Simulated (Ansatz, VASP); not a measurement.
## One calculation of Zn, two programs

Contents of INCAR:

```
SYSTEM = Zn
ALGO     = Normal         ! electronic algorithm
EDIFF    = 1E-7           ! SCF threshold, eV
ENCUT    = 520            ! plane-wave cutoff, eV
GGA      = PS             ! functional
ISIF     = 2              ! what is computed and relaxed
ISMEAR   = -1             ! smearing method
LASPH    = .True.         ! aspherical terms in the spheres
LCHARG   = .False.        ! write CHGCAR
LREAL    = .False.        ! projectors in reciprocal space
LWAVE    = .False.        ! write WAVECAR
NBANDS   = 12             ! bands
NELM     = 100            ! most SCF steps
PREC     = Accurate       ! precision mode
SIGMA    = 0.05           ! smearing width, eV
```

File KPOINTS:

```
k-points
0
Gamma
  12 12 12
  0 0 0
```

Contents of POSCAR:

```
Zn
1.0
    0.0000000000      1.9246672763      1.9246672763
    1.9246672763      0.0000000000      1.9246672763
    1.9246672763      1.9246672763      0.0000000000
Zn
1
Direct
    0.0000000000      0.0000000000      0.0000000000
```

input.yaml

```yaml
crystal:
  lattice:
    - [0.0, 1.9246672763, 1.9246672763]
    - [1.9246672763, 0.0, 1.9246672763]
    - [1.9246672763, 1.9246672763, 0.0]
  atoms:
    - { symbol: Zn, position: [0.0, 0.0, 0.0] }
kpoints:
  mp_grid: { grid: [12, 12, 12] }
scf:
  occupations: { method: fermi_dirac, width: 0.05 }
hamiltonian:
  xc: pbesol
  pseudopotentials: { kind: all_electron, lapw: { basis_error: 0.001 } }
output:
  forces: true
  stress: true
  eigenvalues: true
```

Change from the starting cell: volume scaled by 0.94.

Alike in both runs: task single point; functional PBEsol; k mesh 12 × 12 × 12; occupations fermi-dirac, width 0.05 eV; no spin polarisation.

|  | VASP | Ansatz |
| --- | --- | --- |
| version | VASP 6.6.1 | Ansatz 0.2.0 |
| potentials or method | VASP PAW PBE potentials, release 64 (Zn) | all-electron LAPW, scalar-relativistic |
| plane-wave cutoff (eV) | 520 | see its input |

VASP gave:

| Quantity | Value |
| --- | --- |
| gap on the k mesh at the Fermi level (eV) | none |
| pressure (GPa) | -0.5 |

Problem. Estimate Ansatz's values.

Solution. gap on the k mesh at the Fermi level (eV): none; pressure (GPa): -0.9.

A gap of «none» marks a metal or a gap that the smearing closes. Ansatz ran all-electron here, so the differences hold the error of VASP's frozen core and of both bases.

Caveats: the PAW data sets were made with another functional, which shifts forces and pressure a little (VASP).
